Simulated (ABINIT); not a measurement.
Runs of ABINIT 10.8.3 (patched build) on TiB2. It takes space group P6/mmm (No. 191, hexagonal). Conventional cell: a = 3.029 Å, b = 3.029 Å, c = 3.228 Å, α = 90.00°, β = 90.00°, γ = 120.00°. Ti (site symmetry 6/mmm) is surrounded by 12 B at 2.38 Å. Around B (site symmetry -6m2) lie 3 B at 1.75 Å. 

```tsv
task	level	k mesh	cutoff (eV)	fine-grid cutoff	mesh quality	gap on the mesh (eV)	pressure (GPa)	V0 of scaled cells (Å³/atom)	B0 (GPa)
equation of state	PBE	10 × 10 × 8	571	1142.88 eV	not flagged	-	-	8.58	255
single point	r2SCAN	4 × 4 × 3	490	979.61 eV	coarse	none	-0.9	-	-
single point	r2SCAN	6 × 6 × 5	490	979.61 eV	coarse	none	-0.9	-	-
equation of state	HCTH407	10 × 10 × 8	408	816.342 eV	not flagged	-	-	8.32	(a)
equation of state	PBE	10 × 10 × 8	408	816.342 eV	not flagged	-	-	8.58	255
```

Alike in all rows: potentials or basis JTH PAW PBE v2.0; no spin polarisation; cell as given; smearing fermi-dirac 0.05 eV.

**Question.** Fill in the values left out.

**Answer.** (a) 267.

Caveats: some runs use coarse meshes; the atomic spheres overlap; pressures at fixed basis lie under the slope of the energies (some runs); the cell was scaled at fixed shape and fractional positions, which overstates the stiffness of a crystal with free parameters, most of all of layers and chains (some runs); the PAW data sets were made with another functional, which shifts forces and pressure a little (some runs).

A gap of «none» marks a metal or a gap under the smearing width.
